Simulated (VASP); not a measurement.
Wanted: the native input for a VASP 6.6.1 run.

| Item | Value |
| --- | --- |
| Task | relaxation of cell and atoms |
| Functional | PBE |
| Potentials or basis | VASP PAW PBE potentials, release 64 (Pb_d, S) |
| Cutoff | 600 eV |
| k mesh | 8 × 8 × 8 |
| Occupations | gaussian, width 0.03 eV |
| Spin | no spin polarisation |
| Further INCAR settings | ALGO = Normal; EDIFF = 1e-06; IBRION = 2; EDIFFG = -0.01; NSW = 90; ISIF = 3 |

The structure of PbS (Galena) lies in POSCAR:

```
PbS
1.0
    0.0000000000      2.9657500000      2.9657500000
    2.9657500000      0.0000000000      2.9657500000
    2.9657500000      2.9657500000      0.0000000000
Pb S
1 1
Direct
    0.0000000000      0.0000000000      0.0000000000
    0.5000000000      0.5000000000      0.5000000000
```

One way to write it, as run:

INCAR

```
SYSTEM = PbS
ALGO = Normal
EDIFF = 1E-6
EDIFFG = -0.01
ENCUT = 600
GGA = PE
IBRION = 2
ISIF = 3
ISMEAR = 0
LASPH = .TRUE.
LCHARG = .FALSE.
LREAL = .FALSE.
LWAVE = .FALSE.
NELM = 80
NSW = 90
PREC = Accurate
SIGMA = 0.03
```

KPOINTS

```
k-points
0
G
  8 8 8
  0 0 0
```

Potentials or basis: VASP PAW PBE potentials, release 64 (Pb_d, S).

Launch:

```sh
$ cat potpaw_PBE.64/Pb_d/POTCAR potpaw_PBE.64/S/POTCAR > POTCAR
$ mpirun -np 1 vasp_std > vasp.out
```

It gave:

- Relaxed volume: 27.10 Å³/atom
- Relaxed cell: a = 4.248 Å, b = 4.248 Å, c = 4.248 Å, α = 60.00°, β = 60.00°, γ = 60.00°
- Space group after relaxing (to 0.05 Å): Fm-3m (No. 225)
- Energy gained by relaxing: 6.8 meV/atom
- Ionic steps: 3
- Pressure after relaxing: 0.0 GPa
- Band gap on the k mesh: 0.50 eV, direct

Caveat: spin-orbit coupling is left out, which as a rule narrows the gap of such compounds by several tenths of an eV.

Run time: 41 s on 1 thread of AMD EPYC 9R45 (Zen 5), on a shared host, peak memory 0.18 GiB.
